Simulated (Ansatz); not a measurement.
**PbSe: band gap under strain**

How does strain move the band edges of rocksalt PbSe, and do the functionals agree on it? States: +2.0 % biaxial strain in x and y, free along z; +5.1 % strain along z alone; +2.4 % biaxial strain in x and y, z held.

The runs shown are made with Ansatz 0.2.0. PAW datasets, plane waves. (Simulation; spin polarisation is off.)

## 1. Starting point

The unstrained cell was relaxed with r2SCAN; in each strained cell the atoms were relaxed again with r2SCAN. Names of k-points are those of the unstrained zone, where strain can split equivalent points. First state: +2.0 % biaxial strain in x and y, free along z.

It is tetragonal, I4/mmm (No. 139); conventional cell a = 4.455 Å, c = 6.152 Å, 30.52 Å³ an atom. Near Pb stand 6 Se at 3.08–3.15 Å; near Se stand 6 Pb at 3.08–3.15 Å.

As a file:

```cif
data_structure
_symmetry_space_group_name_H-M 'I4/mmm'
_symmetry_Int_Tables_number 139
_cell_length_a 4.4546
_cell_length_b 4.4546
_cell_length_c 6.1520
_cell_angle_alpha 90.000
_cell_angle_beta 90.000
_cell_angle_gamma 90.000
_cell_volume 122.08
loop_
_atom_site_label
_atom_site_type_symbol
_atom_site_symmetry_multiplicity
_atom_site_Wyckoff_symbol
_atom_site_fract_x
_atom_site_fract_y
_atom_site_fract_z
_atom_site_occupancy
Pb1 Pb 2 a 0.00000 0.00000 0.00000 1
Se1 Se 2 b 0.00000 0.00000 0.50000 1
```

## 2. +2.0 % biaxial strain in x and y, free along z: PBE

Contents of input.yaml:

```yaml
crystal:
  lattice:
    - [0.0, 3.1498585169, 3.0760207912]
    - [3.1498585169, 0.0, 3.0760207912]
    - [3.1498585169, 3.1498585169, 0.0]
  atoms:
    - { symbol: Pb, position: [0.0, 0.0, 0.0] }
    - { symbol: Se, position: [0.5, 0.5, 0.5] }
kpoints:
  mp_grid: { grid: [8, 8, 8] }
  band_path:
    path:
      - [0.0, 0.0, 0.0]
      - [0.5, 0.0, 0.5]
      - [0.625, 0.25, 0.625]
      - [0.375, 0.375, 0.75]
      - [0.5, 0.5, 0.5]
      - [0.5, 0.25, 0.75]
    npoints: 1
hamiltonian:
  xc: pbe
scf:
  occupations: { method: fermi_dirac, width: 0.02 }
  n_extra_bands: 4
output:
  forces: true
  stress: true
  eigenvalues: true
```

Command:

```console
$ ansatz run input.yaml --threads 4 --pin off --max-ram 3686MiB --backend cpu --events-out ev --progress --plain --runs-dir out
```

Further steps of the session: +2.0 % biaxial strain in x and y, free along z: r2SCAN; +2.0 % biaxial strain in x and y, free along z: HSE06; +5.1 % strain along z alone: PBE; +5.1 % strain along z alone: r2SCAN; +5.1 % strain along z alone: HSE06; +2.4 % biaxial strain in x and y, z held: PBE; +2.4 % biaxial strain in x and y, z held: r2SCAN; +2.4 % biaxial strain in x and y, z held: HSE06.

Q: Predict the outcome of this session.

As calculated:

Least gap in eV (negative: overlap):

```
                                         state   PBE  r2SCAN  HSE06
+2.0 % biaxial strain in x and y, free along z  0.46    0.76   0.90
                   +5.1 % strain along z alone  0.46    0.75   0.90
      +2.4 % biaxial strain in x and y, z held  0.50    0.79   0.94
```

**Reading.** Where both were run, the HSE06 gap lies +0.43 to +0.44 eV from PBE's, each on its own k points. In PBE the gap is least under +2.0 % biaxial strain in x and y, free along z (0.46 eV) and largest under +2.4 % biaxial strain in x and y, z held (0.50 eV). Spin-orbit coupling is left out of the table, though the cell holds Pb (Z = 82); in an element this heavy it can shift bands and gaps by tenths of an eV.
